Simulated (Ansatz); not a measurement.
Level of theory: DFT, PBE, plane waves (420 eV) with PAW, scalar-relativistic in Ansatz 0.2.0.

An element in the simple cubic structure gives this curve. The cell is scaled uniformly from the relaxed one, with fractional coordinates and shape fixed. Energies are extrapolated to zero smearing, pressures are those at the given smearing. Magnetic state: spin not included.

| V (Å³/atom) | E − E₀ (meV/atom) | P (GPa) |
| --- | --- | --- |
| 26.362 | 102.6 | 9.69 |
| 27.560 | 45.9 | 5.99 |
| 28.758 | 13.2 | 2.99 |
| 29.956 | 0.4 | 0.53 |
| 31.155 | 4.2 | -1.48 |
| 32.353 | 21.5 | -3.11 |
| 33.551 | 49.9 | -4.43 |

**Question.** Which element is it?
A. antimony
B. lead
C. lutetium
D. tellurium

**Answer.** A. Its fit is V₀ = 30.26 Å³/atom, B₀ = 53 GPa, B₀′ = 3.8.
